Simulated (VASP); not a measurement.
**SiC (wurtzite): one r²SCAN single-point calculation in two programs**

```
Si C
1.0
     3.07536    0.00000    0.00000
    -1.53768    2.66334    0.00000
     0.00000    0.00000    5.04811
Si C
2 2
Direct
  0.33333 0.66667 0.99959
  0.66667 0.33333 0.49959
  0.33333 0.66667 0.37541
  0.66667 0.33333 0.87541
```

Datasets and cutoffs are each program's own. VASP's cell holds 16 valence electrons and Ansatz's 16. Ansatz's stress includes a Pulay correction; VASP's doesn't.

Cutoffs: 520 eV in VASP, 500 eV in Ansatz. k meshes: 12×12×6 and 12×12×6.

```csv
,VASP,Ansatz
gap between bands v and c,2.66 eV,2.65 eV
least direct gap,4.48 eV,4.48 eV
pressure,-0.2 GPa,0.0 GPa
```

Band v is the last that the valence electrons fill when counted band by band, and c is the next. Levels in eV from the top of v, Ansatz:

```tsv
point	v−1	v	c	c+1
Γ	0.00	0.00	5.36	6.75
M	-3.36	-1.25	3.22	4.65
K	-4.18	-3.98	2.65	8.84
A	-0.75	-0.75	6.49	6.49
L	-2.44	-2.44	3.71	3.71
H	-1.82	-1.82	5.58	5.58
```

VASP:

```csv
point,v−1,v,c,c+1
Γ,0.00,0.00,5.38,6.78
M,-3.36,-1.26,3.23,4.67
K,-4.18,-3.98,2.66,8.85
A,-0.75,-0.75,6.50,6.50
L,-2.44,-2.44,3.72,3.72
H,-1.82,-1.82,5.60,5.60
```
